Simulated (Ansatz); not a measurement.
`CC(C)OB(N)N` → `NBN` + `CC(C)=O`  (β-hydride elimination)

Program: Ansatz. Geometries: PBE0-D4/def2-TZVP. ΔE: electronic, gas phase. CCSD(T)/CBS is the MP2 limit (def2-TZVPP, def2-QZVPP) plus CCSD(T) − MP2 in def2-TZVPP, frozen cores. Functionals use def2-TZVPP. One conformer a species, not always the lowest.

| level | ΔE (kJ/mol) |
| --- | --- |
| PBE-QIDH | 175.2 |
| LC-ωPBE | 163.9 |
| HF/def2-TZVPP | 139.9 |
| HF/CBS(def2) | 139.1 |

(1) What does CCSD(T)/CBS give? (Best estimate.)

Largest T1 diagnostic among the species: 0.013.

Answers

(1) Ansatz gave: +169.2 kJ/mol. The listed levels differ from it by 6.0, -5.3, -29.3, -30.1 kJ/mol.

From PBE to PBE0 (25 % exact exchange), in def2-TZVPP and without D4, ΔE moves by +18.5 kJ/mol. In def2-TZVPP, CCSD(T) changes the Hartree–Fock value by +26.5 kJ/mol (the triples alone add −0.1 kJ/mol) and MP2 by +33.0 kJ/mol. The D4 term adds +19.2 kJ/mol with B3LYP and +11.1 kJ/mol with PBE0; it sums over pairs of atoms, weighted by their polarisabilities, and B3LYP, whose exchange is more repulsive, gets the larger term.

B3LYP here is the variant with VWN-RPA as its local correlation; programs differ in this.

CCSD(T)/CBS has its own doubt, a few kJ/mol and more with outer-core shells, so smaller differences from it don't rank the levels.
